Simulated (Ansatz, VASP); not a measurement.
## Two plane-wave programs on P

INCAR

```
  PREC = Accurate
  ENCUT = 520
  EDIFF = 1E-6
  ISMEAR = -1
  SIGMA = 0.1
  LREAL = F
  LASPH = T
  NELM = 60
  ALGO = Normal
  ISIF = 2
  LWAVE = F
  LCHARG = F
  GGA = RE
  NBANDS = 12
```

KPOINTS

```
Automatic mesh
0
Gamma
  12 12 11
```

The input POSCAR:

```
P
1.0
    3.3865243192      0.0000000000      0.0000000000
   -1.6932621596      2.9328160910      0.0000000000
    0.0000000000      0.0000000000      3.3234090421
P
2
Direct
    0.3333333333      0.6666666667      0.2500000000
    0.6666666667      0.3333333333      0.7500000000
```

Input for Ansatz:

```yaml
crystal:
  lattice:
    - [3.3865243192, 0.0, 0.0]
    - [-1.6932621596, 2.932816091, 0.0]
    - [0.0, 0.0, 3.3234090421]
  atoms:
    - { symbol: P, position: [0.3333333333, 0.6666666667, 0.25] }
    - { symbol: P, position: [0.6666666667, 0.3333333333, 0.75] }
hamiltonian:
  xc: revpbe
  pseudopotentials:
    kind: paw
    azcp:
      P: "pseudopotentials/P.paw.azcp"
basis:
  ecutwfc: 420
  fft_grid_basis: typed
kpoints:
  mp_grid: { grid: [12, 12, 11], shift: [0, 0, 0] }
magnetization:
  spin_polarized: false
scf:
  occupations: { method: fermi_dirac, width: 0.1 }
  lower_state_search: "off"
output:
  stress: true
```

Alike in both runs: task single point; functional revPBE; k mesh 12 × 12 × 11; occupations fermi-dirac, width 0.1 eV; no spin polarisation.

|  | VASP | Ansatz |
| --- | --- | --- |
| version | VASP 6.6.1 | Ansatz 0.2.0 |
| potentials or method | VASP PAW PBE potentials, release 64 (P) | plane waves (420 eV) with PAW, scalar-relativistic |
| plane-wave cutoff (eV) | 520 | 420 |
| valence electrons in the cell | 10 | 10 |

VASP gave:

```
pressure (GPa)                                  : -5.9
largest component of the traceless stress (GPa) : 2.01
```

Q: Which values does Ansatz return?

A: Pressure (GPa): -5.6; largest component of the traceless stress (GPa): 1.94.

Caveats: the PAW data sets were made with another functional, which shifts forces and pressure a little (VASP).
